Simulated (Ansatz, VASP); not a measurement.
**CaF3: VASP beside Ansatz**

```
Ca F
1.0
    -1.89941    1.89941    3.22268
     1.89941   -1.89941    3.22268
     1.89941    1.89941   -3.22268
Ca F
1 3
Direct
  0.00000 0.00000 0.00000
  0.75000 0.25000 0.50000
  0.25000 0.75000 0.50000
  0.50000 0.50000 0.00000
```

Alike in both runs: task single point; functional PBEsol; k mesh 9 × 9 × 9; occupations gaussian, width 0.15 eV; no spin polarisation.

```csv
,VASP,Ansatz
version,VASP 6.6.1,Ansatz 0.2.0
potentials or method,"VASP PAW PBE potentials, release 64 (Ca_sv, F)","plane waves, PAW"
plane-wave cutoff (eV),520,510
valence electrons in the cell,31,31
```

```csv
,VASP,Ansatz,Ansatz less VASP
gap on the k mesh at the Fermi level (eV),none,none,-
pressure (GPa),-3.6,-3.5,+0.10
largest component of the traceless stress (GPa),0.80,0.82,+0.020
```

A gap of «none» marks a metal or a gap that the smearing closes. With one functional, cell and mesh, what is left measures potentials, basis and numerics.

Caveats: the PAW data sets were made with another functional, which shifts forces and pressure a little (VASP); an odd number of electrons without spin polarisation forces a metal; a magnetic or distorted state may lie lower.
